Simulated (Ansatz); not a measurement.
**SnTe (Fm-3m)**

The calculation used DFT r2SCAN, scalar-relativistic, plane waves, PAW (Ansatz).

Settings: cutoff 500 eV, Γ-centred mesh 10×10×10 on the computed 2-atom cell, Gaussian smearing of 0.01 eV; no spin polarisation.

The structure is relaxed at this level of theory with its symmetry kept.

```cif
data_structure
_symmetry_space_group_name_H-M 'Fm-3m'
_symmetry_Int_Tables_number 225
_cell_length_a 6.3712
_cell_length_b 6.3712
_cell_length_c 6.3712
_cell_angle_alpha 90.000
_cell_angle_beta 90.000
_cell_angle_gamma 90.000
_cell_volume 258.62
loop_
_atom_site_label
_atom_site_type_symbol
_atom_site_symmetry_multiplicity
_atom_site_Wyckoff_symbol
_atom_site_fract_x
_atom_site_fract_y
_atom_site_fract_z
_atom_site_occupancy
Sn1 Sn 4 a 0.00000 0.00000 0.00000 1
Te1 Te 4 b 0.50000 0.00000 0.00000 1
```

| Item | Value |
| --- | --- |
| Space group | Fm-3m (No. 225) |
| Volume per atom | 218.2 bohr³ |
| Formation energy from the elements' standard states (uncorrected) | -0.262 eV/atom |
| Generalised Kohn–Sham band gap | 0.13 eV, direct at L |
| Löwdin character of the top 1 eV of the valence band | Te 5p 55 %, Sn 5s 23 %, Sn 5p 18 % |
| Löwdin character of the lowest 1 eV of the conduction band | Sn 5p 79 %, Te 5p 9 %, Te 5s 7 % |
| Electron masses at the edge by Cartesian direction of the standard setting (m_e; degenerate bands sorted by energy; no spin-orbit coupling) | x: 0.13; y: 0.13; z: 0.13 |
| Hole masses at the edge by Cartesian direction of the standard setting (m_e; degenerate bands sorted by energy; no spin-orbit coupling) | x: 0.029; y: 0.029; z: 0.029 |
| Bulk modulus | 44 GPa |
| Its pressure derivative | 3.9 |
| Bader charges (e) | Sn (1 in the cell) 0.70, Te (1 in the cell) -0.70 |

Spin-orbit coupling is left out, which matters for the bands of heavy elements.

Cost: 8 runs of about 2.1 core-minutes in all, on Arm Neoverse V1 (shared hosts).